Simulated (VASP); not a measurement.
# KBr (Fm-3m) in VASP: further runs

The runs below take KBr through single point, with PBE.

Everything below comes from runs of VASP 6.6.1. Logs are shortened: lines on timing, memory, paths and dates and some standing lists are left out, and cuts for length are marked.

**1. The undisturbed crystal**

The structure is cubic, space group Fm-3m (No. 225). Conventional cell: a = 6.585 Å, b = 6.585 Å, c = 6.585 Å, α = 90.00°, β = 90.00°, γ = 90.00°. K (site symmetry m-3m) is surrounded by 6 Br at 3.29 Å. Br (site symmetry m-3m) has 6 K at 3.29 Å as nearest neighbours.

**2. Single point, PBE (one atom moved)**

INCAR

```
SYSTEM = KBr
  PREC = Accurate
  ENCUT = 520
  EDIFF = 1E-6
  ISMEAR = 0
  SIGMA = 0.02
  LREAL = .False.
  LASPH = .True.
  NELM = 100
  ALGO = Fast
  ISIF = 2
  LWAVE = .False.
  LCHARG = .True.
  GGA = PE
  LELF = .True.
  LVHAR = .True.
  NBANDS = 15
```

KPOINTS

```
Automatic mesh
0
Gamma
  6 6 6
  0 0 0
```

POSCAR

```
KBr
1.0
    0.0000000000      3.2925000000      3.2925000000
    3.2925000000      0.0000000000      3.2925000000
    3.2925000000      3.2925000000      0.0000000000
K Br
1 1
Direct
    0.0000000000      0.0000000000      0.0000000000
    0.5569476082      0.4430523918      0.5569476082
```

Potentials or basis: VASP PAW PBE potentials, release 64 (K_sv, Br).

The run is started by

```console
> cat potpaw_PBE.64/K_sv/POTCAR potpaw_PBE.64/Br/POTCAR > POTCAR
> mpirun -np 1 vasp_std > vasp.out
```

OUTCAR:

```text
SYSTEM = KBr
   PREC = Accurate
   ENCUT = 520
   EDIFF = 1E-6
   ISMEAR = 0
   LREAL = .False.
   LASPH = .True.
   NELM = 100
   ISIF = 2
   GGA = PE

 ion  position               nearest neighbor table
   1  0.000  0.000  0.000-   2 2.92
   2  0.557  0.443  0.557-   1 2.92

  LATTYP: Found a face centered cubic cell.
 ALAT       =     6.5850000000

  Lattice vectors:

 A1 = (   0.0000000000,   3.2925000000,   3.2925000000)
 A2 = (   3.2925000000,   0.0000000000,   3.2925000000)
 A3 = (   3.2925000000,   3.2925000000,   0.0000000000)

Analysis of symmetry for initial positions (statically):
=====================================================================
 Subroutine PRICEL returns:
 Original cell was already a primitive cell.

 Routine SETGRP: Setting up the symmetry group for a
 face centered cubic supercell.

 Subroutine GETGRP returns: Found  8 space group operations
 (whereof  8 operations were pure point group operations)
 out of a pool of 48 trial point group operations.

The static configuration has the point symmetry C_4v.

Analysis of symmetry for dynamics (positions and initial velocities):
=====================================================================
 Subroutine PRICEL returns:
 Original cell was already a primitive cell.

 Routine SETGRP: Setting up the symmetry group for a
 face centered cubic supercell.

 Subroutine GETGRP returns: Found  8 space group operations
 (whereof  8 operations were pure point group operations)
 out of a pool of 48 trial point group operations.

The dynamic configuration has the point symmetry C_4v.

 Subroutine INISYM returns: Found  8 space group operations
 (whereof  8 operations are pure point group operations),
 and found     1 'primitive' translations

----------------------------------------------------------------------------------------

                                     Primitive cell

  volume of cell :      71.3851

  direct lattice vectors                    reciprocal lattice vectors
     0.000000000  3.292500000  3.292500000    -0.151860289  0.151860289  0.151860289
     3.292500000  0.000000000  3.292500000     0.151860289 -0.151860289  0.151860289
     3.292500000  3.292500000  0.000000000     0.151860289  0.151860289 -0.151860289

  length of vectors
     4.656298154  4.656298154  4.656298154     0.263029735  0.263029735  0.263029735

  position of ions in fractional coordinates (direct lattice)
     0.000000000  0.000000000  0.000000000
     0.556947608  0.443052392  0.556947608

  ion indices of the primitive-cell ions
   primitive index   ion index
                 1           1
                 2           2

----------------------------------------------------------------------------------------

 KPOINTS: Automatic mesh

Automatic generation of k-mesh.
 Grid dimensions read from file:
 generate k-points for:    6    6    6

 Generating k-lattice:

  Cartesian coordinates                     Fractional coordinates (reciprocal lattice)
    -0.025310048  0.025310048  0.025310048     0.166666667  0.000000000  0.000000000
     0.025310048 -0.025310048  0.025310048     0.000000000  0.166666667  0.000000000
     0.025310048  0.025310048 -0.025310048     0.000000000  0.000000000  0.166666667

  Length of vectors
     0.043838289  0.043838289  0.043838289

  Shift w.r.t. Gamma in fractional coordinates (k-lattice)
     0.000000000  0.000000000  0.000000000

 Subroutine IBZKPT returns following result:
 ===========================================

 Found     30 irreducible k-points:

 Following reciprocal coordinates:
            Coordinates               Weight
  0.000000  0.000000  0.000000      1.000000
  0.166667  0.000000  0.000000      8.000000
  0.333333  0.000000  0.000000      8.000000
  0.500000  0.000000  0.000000      4.000000
  0.166667  0.166667  0.000000      4.000000
  0.166667  0.000000  0.166667      2.000000
[... 16 lines left out ...]
  0.500000  0.333333  0.166667      8.000000
  0.166667  0.500000  0.333333      8.000000
 [... further k-points ...]
   k-points           NKPTS =     30   k-points in BZ     NKDIM =     30   number of bands    NBANDS=     15
   number of dos      NEDOS =    301   number of ions     NIONS =      2
   total plane-waves  NPLWV =  46656
   dimension x,y,z NGX =    36 NGY =   36 NGZ =   36
   dimension x,y,z NGXF=    72 NGYF=   72 NGZF=   72
   ions per type =               1   1
   NGX,Y,Z   is equivalent  to a cutoff of  12.85, 12.85, 12.85 a.u.
   NGXF,Y,Z  is equivalent  to a cutoff of  25.71, 25.71, 25.71 a.u.
 SYSTEM =  KBr
   PREC   = accura    normal or accurate (medium, high low for compatibility)
   ISTART =      0    job   : 0-new  1-cont  2-samecut
   ICHARG =      2    charge: 1-file 2-atom 10-const
   ISPIN  =      1    spin polarized calculation?
   LNONCOLLINEAR =      F non collinear calculations
   LSORBIT =      F    spin-orbit coupling
   LASPH  =      T    aspherical Exc in radial PAW
   ENCUT  =  520.0 eV  38.22 Ry    6.18 a.u.   8.66  8.66  8.66*2*pi/ulx,y,z
   NELM   =    100;   NELMIN=  2; NELMDL= -5     # of ELM steps
   EDIFF  = 0.1E-05   stopping-criterion for ELM
   LREAL  =      F    real-space projection
   EDIFFG = 0.1E-04   stopping-criterion for IOM
   NSW    =      0    number of steps for IOM
   IBRION =     -1    ionic relax: 0-MD 1-quasi-New 2-CG
   NFREE  =      0    steps in history (QN), initial steepest desc. (CG)
   ISIF   =      2    stress and relaxation
   ISYM   =      2    0-nonsym 1-usesym 2-fastsym
   POTIM  = 0.5000    time-step for ionic-motion
   TEBEG  =    0.0;   TEEND  =   0.0 temperature during run
   PSTRESS=    0.0 pullay stress
   NELECT =      16.0000    total number of electrons
   NUPDOWN=      -1.0000    fix difference up-down
   EMIN   =  10.00;   EMAX   =-10.00  energy-range for DOS
   EFERMI =   0.00;   METHOD = LEGACY
   ISMEAR =     0;   SIGMA  =   0.02  broadening in eV -4-tet -1-fermi 0-gaus
   EFERMI_NEDOS =   21; number of points for ismear=-14 and -15
   IALGO  =     68    algorithm
   IMIX   =      4    mixing-type and parameters
     AMIX     =   0.40;   BMIX     =  1.00
     AMIX_MAG =   1.60;   BMIX_MAG =  1.00
  volume/ion in A,a.u.               =      35.69       240.87
  Fermi-wavevector in a.u.,A,eV,Ry     =   0.994441  1.879221 13.454978  0.988913
  Thomas-Fermi vector in A             =   2.126392
   LORBIT       =      0    0 simple, 1 ext, 2 COOP (PROOUT), +10 PAW based schemes
   GGA     = PE    functional components
   LHFCALC =     F    Hartree Fock is set to
   AEXX    =    0.0000 exact exchange contribution
   IVDW    =     0    specifies the selected vdW correction
   LEPSILON=     F    determine dielectric tensor
   LRPA    =     F    only Hartree local field effects (RPA)
 non-spin polarized calculation
 RMM-DIIS sequential band-by-band and
 Gauss-broadening in eV      SIGMA  =   0.02
  energy-cutoff  :      520.00
  volume of cell :       71.39
 maximum number of plane-waves:      1948
 NGX is ok and might be reduce to    36
   NGX = 17   NGY = 17   NGZ = 17

 number of electron      15.9999998 magnetization

 Free energy of the ion-electron system (eV)
  ---------------------------------------------------
  ext. energy  EPLUGINS =         0.00000000
  ---------------------------------------------------
  free energy    TOTEN  =        -6.10234377 eV

  energy without entropy =       -6.10234377  energy(sigma->0) =       -6.10234377

 E-fermi :  -1.5853     XC(G=0):  -7.3785

 val. band max:       -1.7534734290   @ k =   0.0000   0.0000   0.0000
 cond. band min:       2.7318604816   @ k =   0.0000   0.0000   0.0000
 fundamental gap:      4.4853339106
 Fermi energy:        -1.5852883725

 k-point     1 :       0.0000    0.0000    0.0000
  band No.  band energies     occupation
      1     -29.4436      2.00000
      2     -14.0808      2.00000
      3     -12.9226      2.00000
      4     -12.9226      2.00000
      5     -12.8972      2.00000
      6      -1.7634      2.00000
      7      -1.7634      2.00000
      8      -1.7535      2.00000
      9       2.7319      0.00000
     10       5.9757      0.00000
     11       6.0218      0.00000
     12       6.0218      0.00000
     13       6.7675      0.00000
     14       7.0054      0.00000
     15       9.6447      0.00000

 k-point     2 :       0.1667    0.0000    0.0000
  band No.  band energies     occupation
      1     -29.4421      2.00000
      2     -14.1292      2.00000
      3     -12.9411      2.00000
      4     -12.9246      2.00000
      5     -12.8154      2.00000
      6      -2.1185      2.00000
      7      -1.8392      2.00000
      8      -1.8231      2.00000
      9       3.3827      0.00000
     10       5.7562      0.00000
     11       6.2313      0.00000
     12       6.2627      0.00000
     13       7.2233      0.00000
     14       7.4706      0.00000
     15      10.5228      0.00000

 k-point     3 :       0.3333    0.0000    0.0000
  band No.  band energies     occupation
      1     -29.4390      2.00000
      2     -14.2144      2.00000
      3     -12.9481      2.00000
      4     -12.9285      2.00000
      5     -12.6931      2.00000
      6      -2.6690      2.00000
      7      -1.9833      2.00000
      8      -1.9658      2.00000
      9       4.4761      0.00000
     10       5.9453      0.00000
     11       6.9448      0.00000
     12       6.9789      0.00000
     13       8.2024      0.00000
     14       8.4728      0.00000
     15       9.6763      0.00000
[... 343 lines left out ...]
 k-point    23 :       0.5000    0.3333    0.1667
  band No.  band energies     occupation
      1     -29.4372      2.00000
      2     -14.1511      2.00000
      3     -12.9645      2.00000
      4     -12.9628      2.00000
      5     -12.7469      2.00000
      6      -2.5895      2.00000
      7      -2.1397      2.00000
      8      -2.0557      2.00000
      9       5.2584      0.00000
     10       5.3587      0.00000
     11       7.1124      0.00000
     12       7.6973      0.00000
     13       8.0206      0.00000
     14       8.7820      0.00000
     15       9.1031      0.00000

 k-point    24 :       0.1667    0.5000    0.3333
  band No.  band energies     occupation
      1     -29.4371      2.00000
      2     -14.1491      2.00000
      3     -12.9951      2.00000
      4     -12.9436      2.00000
      5     -12.7408      2.00000
      6      -2.5935      2.00000
      7      -2.1109      2.00000
      8      -2.0348      2.00000
      9       5.0224      0.00000
     10       5.3859      0.00000
     11       6.9908      0.00000
     12       8.0111      0.00000
     13       8.2333      0.00000
     14       8.4009      0.00000
     15       9.2869      0.00000

 [... further k-points ...]
[... 5 lines left out ...]
  --------------------------------------------------------------------------------------
  -------------------------------------------------------------------------------------
  Total        0.2964540      1.7705446      0.2964540     -0.0000000      0.0000000      0.0000000
  in kB        6.6536586     39.7383754      6.6536586     -0.0000000      0.0000000      0.0000000
  external PRESSURE =      17.6818975 kB  Pullay stress =       0.0000000 kB

 VOLUME and BASIS-vectors are now :
 -----------------------------------------------------------------------------
  energy-cutoff  :      520.00
  volume of cell :       71.39
      direct lattice vectors                 reciprocal lattice vectors
     0.000000000  3.292500000  3.292500000    -0.151860289  0.151860289  0.151860289
     3.292500000  0.000000000  3.292500000     0.151860289 -0.151860289  0.151860289
     3.292500000  3.292500000  0.000000000     0.151860289  0.151860289 -0.151860289

 POSITION                                       TOTAL-FORCE (eV/Angst)
 -----------------------------------------------------------------------------------
      0.00000      0.00000      0.00000         0.000000      0.696991      0.000000
      3.29250      3.66750      3.29250         0.000000     -0.696991      0.000000
 -----------------------------------------------------------------------------------
    total drift:                               -0.000000     -0.002981     -0.000000

  FREE ENERGIE OF THE ION-ELECTRON SYSTEM (eV)
  ---------------------------------------------------
  free  energy   TOTEN  =        -6.1023437672 eV

  energy  without entropy=       -6.1023437672  energy(sigma->0) =       -6.10234377
```

It took 42 s on 1 thread of Intel Xeon Platinum 8488C (Sapphire Rapids), shared host; peak memory 0.21 GiB.

What came out:

- Free energy: -6.1023 eV
- Pressure: 1.8 GPa
- Largest force: 0.697 eV/Å
- Band gap on the k mesh: 4.49 eV, direct

Forces on the atoms (eV/Å):
```
K    0.000  0.697  0.000
Br   0.000 -0.697  0.000
```

Levels at points of the mesh, in eV from the valence-band top:
```tsv
k point	band 4	band 5	band 6	band 7	band 8	band 9	band 10	band 11	band 12	band 13
(0.00, 0.00, 0.00)	-11.17	-11.14	-0.01	-0.01	0.00	4.49	7.73	7.78	7.78	8.52
(0.50, 0.00, 0.00)	-11.18	-10.88	-1.15	-0.30	-0.28	6.59	8.22	9.45	9.61	10.06
(0.50, 0.50, 0.00)	-11.20	-11.13	-0.79	-0.32	-0.24	6.06	7.18	9.47	9.61	9.82
(0.50, 0.00, 0.50)	-11.21	-11.14	-0.73	-0.25	-0.25	5.91	7.25	8.50	9.53	10.74
```

**3. Single point, PBE (all atoms moved at random, cell strained at random)**

INCAR

```
PREC = Accurate
ENCUT = 520
EDIFF = 1E-7
ISMEAR = 0
SIGMA = 0.02
LREAL = F
LASPH = T
NELM = 100
ALGO = Fast
ISIF = 2
LWAVE = F
LCHARG = F
GGA = PE
NBANDS = 15
```

KPOINTS

```
regular mesh
0
Gamma
  6 6 6
```

POSCAR

```
KBr
1.0
   -0.0132029250      3.2182870500      3.2193735750
    3.1722249750      0.0238047750      3.1823658750
    3.2248720500      3.2339264250     -0.0288423000
K Br
1 1
Direct
    0.0051845103      0.0077084282      0.0244252088
    0.4948154897      0.4922915718      0.4755747912
```

Potentials or basis: VASP PAW PBE potentials, release 64 (K_sv, Br).

The run is started by

```console
> cat potpaw_PBE.64/K_sv/POTCAR potpaw_PBE.64/Br/POTCAR > POTCAR
> mpirun -np 1 vasp_std > vasp.out
```

Wall time 2.7 min (1 thread of Intel Xeon Platinum 8488C (Sapphire Rapids), shared host); peak memory 0.27 GiB.

Results (log left out):

```yaml
Free_energy: -6.0816 eV
Pressure: 3.1 GPa
Largest_force: 0.544 eV/Å
Band_gap_on_the_k_mesh: 4.66 eV, direct
```

Forces on the atoms (eV/Å):
```
K   -0.399 -0.350 -0.119
Br   0.399  0.350  0.119
```

Stress tensor (GPa, compression positive):
```
 3.62 -0.40 -0.07
-0.40  3.28 -0.13
-0.07 -0.13  2.34
```

Levels at points of the mesh, in eV from the valence-band top:
```csv
k point,band 5,band 6,band 7,band 8,band 9,band 10,band 11,band 12
"(0.00, 0.00, 0.00)",-11.06,-0.06,-0.03,0.00,4.66,7.58,7.68,7.83
"(0.50, 0.00, 0.00)",-10.74,-1.34,-0.39,-0.34,6.69,8.35,9.59,9.81
"(0.00, 0.50, 0.00)",-10.76,-1.33,-0.43,-0.38,6.69,8.41,9.59,9.86
"(0.50, 0.50, 0.00)",-11.07,-0.90,-0.36,-0.30,5.88,7.44,9.53,9.71
"(0.00, 0.00, 0.50)",-10.75,-1.34,-0.39,-0.35,6.73,8.42,9.62,9.90
"(0.50, 0.00, 0.50)",-11.08,-0.88,-0.35,-0.29,5.84,7.47,9.29,9.55
"(0.00, 0.50, 0.50)",-11.08,-0.87,-0.34,-0.31,5.83,7.48,9.24,9.55
"(0.50, 0.50, 0.50)",-10.79,-1.34,-0.44,-0.40,6.78,8.62,9.79,9.93
```
